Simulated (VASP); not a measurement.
**SiC (Moissanite 3C): band structure with r2SCAN**

**What was measured.**

“Insight into the structural, elastic and electronic properties of a new orthorhombic 6O-SiC polytype”, 2020, pmc:7200658 quotes, for a bulk crystal of SiC: band gap 2.4 eV (indirect).

Crystal: SiC (Moissanite 3C).

```xyz
2
Lattice="0.0000 2.1790 2.1790 2.1790 0.0000 2.1790 2.1790 2.1790 0.0000" Properties=species:S:1:pos:R:3 pbc="T T T"
Si    0.0000    0.0000    0.0000
C     1.0895    1.0895    1.0895
```

| Property | Result |
| --- | --- |
| Program | VASP 6.6.1 |
| Task | band structure |
| Functional | r2SCAN |
| Potentials or basis | VASP PAW PBE potentials, release 64 (Si, C) |
| Cutoff | 520 eV |
| k mesh | 10 × 10 × 10 |
| Occupations | gaussian, width 0.03 eV |
| Spin | no spin polarisation |
| Further INCAR settings | ALGO = Normal; EDIFF = 1e-07; NBANDS = 11 |

```
Pressure                : -0.4 GPa
Band gap on the k mesh  : 1.72 eV, indirect (least direct gap 5.06 eV)
Band gap along the path : 1.72 eV, indirect (least direct gap 5.06 eV)
```

Levels at the corners of the path, in eV from the valence-band top:
```tsv
point	band 2	band 3	band 4	band 5	band 6	band 7
Γ	0.00	0.00	0.00	6.83	7.85	7.85
X	-8.05	-3.33	-3.33	1.72	4.82	15.13
X	-8.05	-3.33	-3.33	1.72	4.82	15.13
W	-7.24	-5.18	-4.81	5.73	10.13	10.23
W	-7.24	-5.18	-4.81	5.73	10.13	10.23
K	-7.50	-5.72	-2.71	3.54	8.41	12.71
K	-7.50	-5.72	-2.71	3.54	8.41	12.71
Γ	0.00	0.00	0.00	6.83	7.85	7.85
Γ	0.00	0.00	0.00	6.83	7.85	7.85
L	-8.82	-1.11	-1.11	5.99	7.75	7.75
L	-8.82	-1.11	-1.11	5.99	7.75	7.75
U	-7.50	-5.72	-2.71	3.54	8.41	12.71
U	-7.50	-5.72	-2.71	3.54	8.41	12.71
W	-7.24	-5.18	-4.81	5.73	10.13	10.23
W	-7.24	-5.18	-4.81	5.73	10.13	10.23
L	-8.82	-1.11	-1.11	5.99	7.75	7.75
L	-8.82	-1.11	-1.11	5.99	7.75	7.75
K	-7.50	-5.72	-2.71	3.54	8.41	12.71
U	-7.50	-5.72	-2.71	3.54	8.41	12.71
X	-8.05	-3.33	-3.33	1.72	4.82	15.13
```

It took 90 s on 1 thread of Intel(R) Xeon(R) Platinum 8488C (Sapphire Rapids) (shared host), peak memory 0.14 GiB.

Against the measured gap of SiC, 2.4 eV (indirect; quoted in “Insight into the structural, elastic and electronic properties of a new orthorhombic 6O-SiC polytype”, 2020, pmc:7200658), the calculated 1.72 eV is off by -0.68 eV. The value is that of r2SCAN, without temperature or zero-point motion.

Caveat: the PAW data sets were made with another functional, which shifts forces and pressure a little.
